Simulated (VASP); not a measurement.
# Mo (Im-3m) in VASP: settings compared

One crystal, Mo, is run at these levels: PBEsol, r2SCAN; tasks: relaxation of cell and atoms.

Program: VASP 6.6.1. These are calculated values, not measurements. Logs are shortened: lines on timing, memory, paths and dates and some standing lists are left out, and cuts for length are marked.

### 1 Starting point

Symmetry: Im-3m, No. 229, cubic system. Conventional cell: a = 3.147 Å, b = 3.147 Å, c = 3.147 Å, α = 90.00°, β = 90.00°, γ = 90.00°. Around Mo (site symmetry m-3m) lie 8 Mo at 2.73 Å.

### 2 Relaxation of cell and atoms, PBEsol

The input, INCAR:

```
  PREC = Accurate
  ENCUT = 600
  EDIFF = 1E-6
  ISMEAR = 1
  SIGMA = 0.1
  LREAL = False
  LASPH = True
  NELM = 80
  ALGO = Normal
  ISIF = 3
  LWAVE = False
  LCHARG = False
  GGA = PS
  IBRION = 2
  NSW = 90
  EDIFFG = -0.01
  KPAR = 2
```

The input, KPOINTS:

```
Automatic mesh
0
Gamma
  16 16 16
```

The input, POSCAR:

```
Mo
1.0
   -1.5734150000      1.5734150000      1.5734150000
    1.5734150000     -1.5734150000      1.5734150000
    1.5734150000      1.5734150000     -1.5734150000
Mo
1
Direct
    0.0000000000      0.0000000000      0.0000000000
```

Potentials or basis: VASP PAW PBE potentials, release 64 (Mo_sv).

On the command line:

```console
> cat potpaw_PBE.64/Mo_sv/POTCAR > POTCAR
> mpirun -np 2 vasp_std > vasp.out
```

OUTCAR:

```text
PREC = Accurate
   ENCUT = 600
   EDIFF = 1E-6
   ISMEAR = 1
   LREAL = False
   LASPH = True
   NELM = 80
   ISIF = 3
   GGA = PS
   IBRION = 2
   NSW = 90
   EDIFFG = -0.01

 ion  position               nearest neighbor table
   1  0.000  0.000  0.000-

  LATTYP: Found a body centered cubic cell.
 ALAT       =     3.1468300000

  Lattice vectors:

 A1 = (  -1.5734150000,   1.5734150000,   1.5734150000)
 A2 = (   1.5734150000,  -1.5734150000,   1.5734150000)
 A3 = (   1.5734150000,   1.5734150000,  -1.5734150000)

Analysis of symmetry for initial positions (statically):
=====================================================================
 Subroutine PRICEL returns:
 Original cell was already a primitive cell.

 Routine SETGRP: Setting up the symmetry group for a
 body centered cubic supercell.

 Subroutine GETGRP returns: Found 48 space group operations
 (whereof 48 operations were pure point group operations)
 out of a pool of 48 trial point group operations.

The static configuration has the point symmetry O_h .

Analysis of symmetry for dynamics (positions and initial velocities):
=====================================================================
 Subroutine PRICEL returns:
 Original cell was already a primitive cell.

 Routine SETGRP: Setting up the symmetry group for a
 body centered cubic supercell.

 Subroutine GETGRP returns: Found 48 space group operations
 (whereof 48 operations were pure point group operations)
 out of a pool of 48 trial point group operations.

The dynamic configuration has the point symmetry O_h .

 Subroutine INISYM returns: Found 48 space group operations
 (whereof 48 operations are pure point group operations),
 and found     1 'primitive' translations

----------------------------------------------------------------------------------------

                                     Primitive cell

  volume of cell :      15.5808

  direct lattice vectors                    reciprocal lattice vectors
    -1.573415000  1.573415000  1.573415000     0.000000000  0.317780115  0.317780115
     1.573415000 -1.573415000  1.573415000     0.317780115  0.000000000  0.317780115
     1.573415000  1.573415000 -1.573415000     0.317780115  0.317780115  0.000000000

  length of vectors
     2.725234721  2.725234721  2.725234721     0.449408949  0.449408949  0.449408949

  position of ions in fractional coordinates (direct lattice)
     0.000000000  0.000000000  0.000000000

  ion indices of the primitive-cell ions
   primitive index   ion index
[... 96 lines left out ...]
  Thomas-Fermi vector in A             =   2.680079
   LORBIT       =      0    0 simple, 1 ext, 2 COOP (PROOUT), +10 PAW based schemes
   GGA     = PS    functional components
   LHFCALC =     F    Hartree Fock is set to
   AEXX    =    0.0000 exact exchange contribution
   IVDW    =     0    specifies the selected vdW correction
   LEPSILON=     F    determine dielectric tensor
   LRPA    =     F    only Hartree local field effects (RPA)
 conjugate gradient relaxation of ions
 non-spin polarized calculation
 Methfessel and Paxton  Order N= 1 SIGMA  =   0.10
  energy-cutoff  :      600.00
  volume of cell :       15.58
 maximum number of plane-waves:       537
 NGX is ok and might be reduce to    24
   NGX = 11   NGY = 11   NGZ = 11

--------------------------------------- Ionic step        1  -------------------------------------------

 number of electron      14.0000002 magnetization

 Free energy of the ion-electron system (eV)
  ---------------------------------------------------
  ext. energy  EPLUGINS =         0.00000000
  ---------------------------------------------------
  free energy    TOTEN  =       -11.78041951 eV

  energy without entropy =      -11.78100653  energy(sigma->0) =      -11.78061519

------------------------ aborting loop because EDIFF is reached ----------------------------------------

  FORCE on cell =-STRESS in cart. coord.  units (eV):
  Direction    XX          YY          ZZ          XY          YZ          ZX
  --------------------------------------------------------------------------------------
  -------------------------------------------------------------------------------------
  Total       -0.4106247     -0.4106247     -0.4106247      0.0000000      0.0000000      0.0000000
  in kB      -42.2246284    -42.2246284    -42.2246284      0.0000000      0.0000000      0.0000000
  external PRESSURE =     -42.2246284 kB  Pullay stress =       0.0000000 kB
[... 57 lines left out ...]
--------------------------------------- Ionic step        3  -------------------------------------------

 number of electron      14.0000001 magnetization

 Free energy of the ion-electron system (eV)
  ---------------------------------------------------
  ext. energy  EPLUGINS =         0.00000000
  ---------------------------------------------------
  free energy    TOTEN  =       -11.78361555 eV

  energy without entropy =      -11.78414366  energy(sigma->0) =      -11.78379159

 E-fermi :  12.7740     XC(G=0): -13.6318

 val. band max:       12.7530403644   @ k =  -0.1875   0.1875   0.0625
 cond. band min:      12.7812926015   @ k =   0.3750   0.0000   0.0000
 fundamental gap:      0.0282522371
 Fermi energy:        12.7740290096

 k-point     1 :       0.0000    0.0000    0.0000
  band No.  band energies     occupation
      1     -48.4252      2.00000
      2     -21.6695      2.00000
      3     -21.6695      2.00000
      4     -21.6695      2.00000
      5       5.4180      2.00000
      6      11.3658      2.00000
      7      11.3658      2.00000
      8      11.3658      2.00000
      9      14.4477     -0.00000
     10      14.4477     -0.00000
     11      27.5982      0.00000
[... 309 lines left out ...]
 k-point    24 :       0.2500    0.1875    0.0000
  band No.  band energies     occupation
      1     -48.1715      2.00000
      2     -22.8430      2.00000
      3     -22.1554      2.00000
      4     -21.7995      2.00000
      5       8.4908      2.00000
      6       9.7652      2.00000
      7      10.9276      2.00000
      8      13.8717     -0.00000
      9      15.2459      0.00000
     10      17.5301      0.00000
     11      26.1463      0.00000

 [... further k-points ...]

------------------------ aborting loop because EDIFF is reached ----------------------------------------

  FORCE on cell =-STRESS in cart. coord.  units (eV):
  Direction    XX          YY          ZZ          XY          YZ          ZX
  --------------------------------------------------------------------------------------
  -------------------------------------------------------------------------------------
  Total       -0.0057814     -0.0057814     -0.0057814      0.0000000     -0.0000000      0.0000000
  in kB       -0.6035961     -0.6035961     -0.6035961      0.0000000     -0.0000000      0.0000000
  external PRESSURE =      -0.6035961 kB  Pullay stress =       0.0000000 kB
[... 16 lines left out ...]
  FREE ENERGIE OF THE ION-ELECTRON SYSTEM (eV)
  ---------------------------------------------------
  free  energy   TOTEN  =       -11.7836155490 eV

  energy  without entropy=      -11.7841436636  energy(sigma->0) =      -11.78379159

 reached required accuracy - stopping structural energy minimisation
```

Run time: 13 s. Hardware: 2 MPI ranks of Intel Xeon 6975P-C (Granite Rapids), shared host; peak memory 0.14 GiB.

Results:

```
Free energy                            : -11.7836 eV
Relaxed volume                         : 15.35 Å³/atom
Relaxed cell                           : a = 2.711 Å, b = 2.711 Å, c = 2.711 Å, α = 109.47°, β = 109.47°, γ = 109.47°
Space group after relaxing (to 0.05 Å) : Im-3m (No. 229)
Energy gained by relaxing              : 3.2 meV/atom
Ionic steps                            : 3
Pressure after relaxing                : -0.1 GPa
Band gap on the k mesh                 : none (metal or under the smearing width)
```

The path:
| step | energy change (eV) | largest force (eV/Å) | pressure (GPa) | volume (Å³) |
| --- | --- | --- | --- | --- |
| 1 | 0.0000 | 0.0000 | -4.22 | 15.58 |
| 2 | 0.0245 | 0.0000 | 13.81 | 14.67 |
| 3 | -0.0032 | 0.0000 | -0.06 | 15.35 |

Final structure:
```
CELL_PARAMETERS angstrom
-1.56547 1.56547 1.56547
1.56547 -1.56547 1.56547
1.56547 1.56547 -1.56547
ATOMIC_POSITIONS crystal
Mo 0.00000 0.00000 0.00000
```

Levels at points of the mesh, in eV from the Fermi level:
```csv
k point,band 4,band 5,band 6,band 7,band 8,band 9,band 10,band 11
"(0.00, 0.00, 0.00)",-34.44,-7.36,-1.41,-1.41,-1.41,1.67,1.67,14.82
"(0.50, 0.00, 0.00)",-34.46,-5.47,-3.51,1.67,1.72,2.36,4.91,11.96
"(0.50, 0.50, 0.50)",-35.47,-5.62,-5.62,4.11,4.11,4.11,9.16,9.16
```

Caveat: the PAW data sets were made with another functional, which shifts forces and pressure a little.

### 3 Relaxation of cell and atoms, PBEsol

This run uses another cell than the first one, of 15.35 Å³/atom, 0.985 times its volume.

INCAR: that of step 2 with these lines changed.

```diff
@@ -2,3 +2,3 @@
   ENCUT = 600
-  EDIFF = 1E-6
+  EDIFF = 1E-7
   ISMEAR = 1
@@ -15,3 +15,3 @@
   NSW = 90
-  EDIFFG = -0.01
+  EDIFFG = -0.005
   KPAR = 2
```

KPOINTS is that of step 2.

The input, POSCAR:

```
Mo                                      
1.0
   -1.5654746327      1.5654746327      1.5654746327
    1.5654746327     -1.5654746327      1.5654746327
    1.5654746327      1.5654746327     -1.5654746327
  Mo            
     1
Direct
     0.0000000000000000    0.0000000000000000    0.0000000000000000
```

Potentials or basis: VASP PAW PBE potentials, release 64 (Mo_sv).

On the command line:

```console
> cat potpaw_PBE.64/Mo_sv/POTCAR > POTCAR
> mpirun -np 2 vasp_std > vasp.out
```

It took 15 s on 2 MPI ranks of Intel Xeon 6975P-C (Granite Rapids), shared host; peak memory 0.15 GiB.

It converged, with:

```yaml
Free_energy: -11.7834 eV
Relaxed_volume: 15.34 Å³/atom
Relaxed_cell: a = 2.711 Å, b = 2.711 Å, c = 2.711 Å, α = 109.47°, β = 109.47°, γ = 109.47°
Space_group_after_relaxing_to_0.05_Å: Im-3m (No. 229)
Energy_gained_by_relaxing: 0.0 meV/atom
Ionic_steps: 3
Pressure_after_relaxing: 0.0 GPa
Band_gap_on_the_k_mesh: none (metal or under the smearing width)
```

Final structure:
```cif
data_structure
_symmetry_space_group_name_H-M 'P 1'
_symmetry_Int_Tables_number 1
_cell_length_a 2.7112
_cell_length_b 2.7112
_cell_length_c 2.7112
_cell_angle_alpha 109.471
_cell_angle_beta 109.471
_cell_angle_gamma 109.471
_cell_volume 15.34
loop_
_atom_site_label
_atom_site_type_symbol
_atom_site_fract_x
_atom_site_fract_y
_atom_site_fract_z
_atom_site_occupancy
Mo1 Mo 0.00000 0.00000 0.00000 1
```

Levels at points of the mesh, in eV from the Fermi level:
| k point | band 5 | band 6 | band 7 | band 8 | band 9 | band 10 |
| --- | --- | --- | --- | --- | --- | --- |
| (0.00, 0.00, 0.00) | -7.36 | -1.41 | -1.41 | -1.41 | 1.67 | 1.67 |
| (0.50, 0.00, 0.00) | -5.48 | -3.51 | 1.67 | 1.72 | 2.37 | 4.91 |
| (0.50, 0.50, 0.50) | -5.62 | -5.62 | 4.11 | 4.11 | 4.11 | 9.16 |

Caveat: the PAW data sets were made with another functional, which shifts forces and pressure a little.

### 4 Relaxation of cell and atoms, r2SCAN

The input, INCAR:

```
  PREC = Accurate
  ENCUT = 600
  EDIFF = 1E-6
  ISMEAR = 1
  SIGMA = 0.1
  LREAL = F
  LASPH = T
  NELM = 80
  ALGO = Normal
  ISIF = 3
  LWAVE = F
  LCHARG = F
  METAGGA = R2SCAN
  LMIXTAU = T
  IBRION = 2
  NSW = 90
  EDIFFG = -0.01
```

The input, KPOINTS:

```
regular mesh
0
Gamma
  16 16 16
```

The input, POSCAR:

```
Mo
1.0
   -1.5734150000      1.5734150000      1.5734150000
    1.5734150000     -1.5734150000      1.5734150000
    1.5734150000      1.5734150000     -1.5734150000
Mo
1
Direct
    0.0000000000      0.0000000000      0.0000000000
```

Potentials or basis: VASP PAW PBE potentials, release 64 (Mo_sv).

On the command line:

```console
> cat potpaw_PBE.64/Mo_sv/POTCAR > POTCAR
> mpirun -np 1 vasp_std > vasp.out
```

OUTCAR:

```text
PREC = Accurate
   ENCUT = 600
   EDIFF = 1E-6
   ISMEAR = 1
   LREAL = F
   LASPH = T
   NELM = 80
   ISIF = 3
   METAGGA = R2SCAN
   IBRION = 2
   NSW = 90
   EDIFFG = -0.01

 ion  position               nearest neighbor table
   1  0.000  0.000  0.000-

  LATTYP: Found a body centered cubic cell.
 ALAT       =     3.1468300000

  Lattice vectors:

 A1 = (  -1.5734150000,   1.5734150000,   1.5734150000)
 A2 = (   1.5734150000,  -1.5734150000,   1.5734150000)
 A3 = (   1.5734150000,   1.5734150000,  -1.5734150000)

Analysis of symmetry for initial positions (statically):
=====================================================================
 Subroutine PRICEL returns:
 Original cell was already a primitive cell.

 Routine SETGRP: Setting up the symmetry group for a
 body centered cubic supercell.

 Subroutine GETGRP returns: Found 48 space group operations
 (whereof 48 operations were pure point group operations)
 out of a pool of 48 trial point group operations.

The static configuration has the point symmetry O_h .

Analysis of symmetry for dynamics (positions and initial velocities):
=====================================================================
 Subroutine PRICEL returns:
 Original cell was already a primitive cell.

 Routine SETGRP: Setting up the symmetry group for a
[... 224 lines left out ...]

 number of electron      14.0000002 magnetization

 Free energy of the ion-electron system (eV)
  ---------------------------------------------------
  ext. energy  EPLUGINS =         0.00000000
  ---------------------------------------------------
  free energy    TOTEN  =       -26.08172297 eV

  energy without entropy =      -26.08218784  energy(sigma->0) =      -26.08187792

 E-fermi :  12.4980     XC(G=0): -14.6152

 val. band max:       12.4870571629   @ k =  -0.1875   0.1875   0.0625
 cond. band min:      12.5262343669   @ k =   0.4375   0.1250  -0.0000
 fundamental gap:      0.0391772040
 Fermi energy:        12.4979555631

 k-point     1 :       0.0000    0.0000    0.0000
  band No.  band energies     occupation
      1     -50.7154      2.00000
      2     -23.1956      2.00000
      3     -23.1956      2.00000
      4     -23.1956      2.00000
      5       4.8459      2.00000
      6      11.0851      2.00000
      7      11.0851      2.00000
      8      11.0851      2.00000
      9      14.4120     -0.00000
     10      14.4120     -0.00000
     11      27.9894      0.00000
[... 309 lines left out ...]
 k-point    24 :       0.2500    0.1875    0.0000
  band No.  band energies     occupation
      1     -50.4599      2.00000
      2     -24.3662      2.00000
      3     -23.6788      2.00000
      4     -23.3241      2.00000
      5       8.1027      2.00000
      6       9.4512      2.00000
      7      10.5693      2.00000
      8      13.7406     -0.00000
      9      15.1669      0.00000
     10      17.3051      0.00000
     11      26.3677      0.00000

 [... further k-points ...]

------------------------ aborting loop because EDIFF is reached ----------------------------------------

  FORCE on cell =-STRESS in cart. coord.  units (eV):
  Direction    XX          YY          ZZ          XY          YZ          ZX
  --------------------------------------------------------------------------------------
  -------------------------------------------------------------------------------------
  Total        0.0006668      0.0006668      0.0006668     -0.0000000     -0.0000000      0.0000000
  in kB        0.0681318      0.0681318      0.0681318     -0.0000000     -0.0000000      0.0000000
  external PRESSURE =       0.0681318 kB  Pullay stress =       0.0000000 kB
[... 16 lines left out ...]
  FREE ENERGIE OF THE ION-ELECTRON SYSTEM (eV)
  ---------------------------------------------------
  free  energy   TOTEN  =       -26.0817229693 eV

  energy  without entropy=      -26.0821878353  energy(sigma->0) =      -26.08187792

 reached required accuracy - stopping structural energy minimisation
```

Wall time 2 min (1 thread of Intel Xeon 6975P-C (Granite Rapids), shared host); peak memory 0.17 GiB.

What came out:

```
Free energy                            : -26.0817 eV
Relaxed volume                         : 15.68 Å³/atom
Relaxed cell                           : a = 2.731 Å, b = 2.731 Å, c = 2.731 Å, α = 109.47°, β = 109.47°, γ = 109.47°
Space group after relaxing (to 0.05 Å) : Im-3m (No. 229)
Energy gained by relaxing              : 0.6 meV/atom
Ionic steps                            : 3
Pressure after relaxing                : 0.0 GPa
Band gap on the k mesh                 : none (metal or under the smearing width)
```

The path:
```tsv
step	energy change (eV)	largest force (eV/Å)	pressure (GPa)	volume (Å³)
1	0.0000	0.0000	1.78	15.58
2	0.0040	0.0000	-4.89	15.97
3	-0.0006	0.0000	0.01	15.68
```

Final structure:
```
CELL_PARAMETERS angstrom
-1.57679 1.57679 1.57679
1.57679 -1.57679 1.57679
1.57679 1.57679 -1.57679
ATOMIC_POSITIONS crystal
Mo 0.00000 0.00000 0.00000
```

Caveat: the PAW data sets were made with another functional, which shifts forces and pressure a little.
